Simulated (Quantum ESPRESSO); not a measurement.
A calculation with Quantum ESPRESSO 7.5 of TiSi (native input, structure typed inline):

Contents of pw.in:

```
&CONTROL
  calculation = 'scf'
  prefix = 'pwscf'
  outdir = './tmp'
  pseudo_dir = './pseudo'
  tprnfor = .true.
  tstress = .true.
  disk_io = 'low'
/
&SYSTEM
  ibrav = 0
  celldm(1) = 8
  nat = 2
  ntyp = 2
  ecutwfc = 45
  ecutrho = 360
  nbnd = 14
  occupations = 'smearing'
  smearing = 'fd'
  degauss = 0.00367493
/
&ELECTRONS
  conv_thr = 4d-10
  electron_maxstep = 120
  mixing_beta = 0.5
/
ATOMIC_SPECIES
Ti    47.8670 ti_pbesol_v1.4.uspp.F.UPF
Si    28.0850 si_pbesol_v1.uspp.F.UPF
CELL_PARAMETERS alat
  0.4290098766963  -0.5002161743668   0.0000000000000
  0.4290098766963   0.5002161743668   0.0000000000000
  0.0000000000000   0.0000000000000   0.8985491820190
ATOMIC_POSITIONS crystal
Ti     0.5000000000    0.5000000000    0.0000000000
Si     0.0000000000    0.0000000000    0.5000000000
K_POINTS automatic
10 10 7 0 0 0
```

pp_density.in

```
&INPUTPP
  prefix = 'pwscf'
  outdir = './tmp'
  filplot = 'density.dat'
  plot_num = 0
/
&PLOT
  nfile = 1
  filepp(1) = 'density.dat'
  iflag = 3
  output_format = 6
  fileout = 'density.cube'
/
```

pp_potential.in

```
&INPUTPP
  prefix = 'pwscf'
  outdir = './tmp'
  filplot = 'potential.dat'
  plot_num = 11
/
&PLOT
  nfile = 1
  filepp(1) = 'potential.dat'
  iflag = 3
  output_format = 6
  fileout = 'potential.cube'
/
```

Potentials or basis: GBRV 1.5 PBEsol.

Run with:

```console
$ OMP_NUM_THREADS=1 mpirun -n 2 pw.x -nk 2 -in pw.in > pw.out
$ OMP_NUM_THREADS=1 mpirun -n 1 pp.x -in pp_density.in > pp_density.out
$ OMP_NUM_THREADS=1 mpirun -n 1 pp.x -in pp_potential.in > pp_potential.out
```

The cell comes from a database or a generator and needn't be the stable form of this composition.

Q: Write the same calculation in another form: ASE script, structure typed inline.

A: As run:

run.py

```python
import numpy as np
from ase.calculators.espresso import Espresso, EspressoProfile
from ase import Atoms

atoms = Atoms(['Ti', 'Si'],
              cell=[[1.816178, -2.117624, 0.0], [1.816178, 2.117624, 0.0], [0.0, 0.0, 3.803934]],
              scaled_positions=[[0.5, 0.5, 0.0], [0.0, 0.0, 0.5]],
              pbc=True)

input_data = {
    'control': {'calculation': 'scf', 'prefix': 'pwscf', 'outdir': './tmp', 'tprnfor': True, 'tstress': True, 'disk_io': 'nowf'},
    'system': {'ecutwfc': 45.0, 'ecutrho': 360.0, 'nbnd': 14, 'occupations': 'smearing', 'smearing': 'fd', 'degauss': 0.00367493},
    'electrons': {'conv_thr': 4e-10, 'electron_maxstep': 120, 'mixing_beta': 0.5},
}
pseudopotentials = {'Si': 'si_pbesol_v1.uspp.F.UPF', 'Ti': 'ti_pbesol_v1.4.uspp.F.UPF'}
profile = EspressoProfile(command='mpirun -n 2 pw.x -nk 2', pseudo_dir='pseudo')
dft = Espresso(profile=profile, input_data=input_data, pseudopotentials=pseudopotentials, kpts=(10, 10, 7), koffset=(0, 0, 0))
atoms.calc = dft

print(f'energy {atoms.get_potential_energy():.8f} eV')
print('forces (eV/A)')
print(np.round(atoms.get_forces(), 6))
print('stress (eV/A^3, Voigt)')
print(np.round(atoms.get_stress(), 8))
print(f'Fermi level {dft.get_fermi_level():.4f} eV')
```

Potentials or basis: GBRV 1.5 PBEsol.

Run with:

```console
$ OMP_NUM_THREADS=1 python run.py
```

Both were run:

|  | native input, structure typed inline | ASE script, structure typed inline |
| --- | --- | --- |
| Pressure | -4.3 GPa | -4.3 GPa |
| Band gap on the k mesh | none (metal or under the smearing width) | none (metal or under the smearing width) |

Keys that steer only the numerical path or the files written may differ.
